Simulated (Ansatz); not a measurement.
KF (Fm-3m) at 2 levels of theory

One geometry, relaxed with PBE; plane waves with PAW potentials in Ansatz, scalar-relativistic. No spin polarisation. Gaps are the least over mesh and band path; pressure is positive in compression.

```yaml
crystal:
  lattice:
    - [0.00000, 2.71025, 2.71025]
    - [2.71025, 0.00000, 2.71025]
    - [2.71025, 2.71025, 0.00000]
  atoms:
    - { symbol: K, position: [0.50000, 0.50000, 0.50000] }
    - { symbol: F, position: [0.00000, 0.00000, 0.00000] }
```

```tsv
level	cutoff (eV)	k mesh	gap (eV)	pressure (GPa)
PBE	420	8×8×8	5.96	0.0
```

**Question.** What comes out on the same cell with r2SCAN?

**Answer.**
| level | cutoff (eV) | k mesh | gap (eV) | pressure (GPa) |
| --- | --- | --- | --- | --- |
| r2SCAN | 500 | 8×8×8 | 6.61 | -1.8 |

The cell was relaxed from a distorted copy of a database structure.
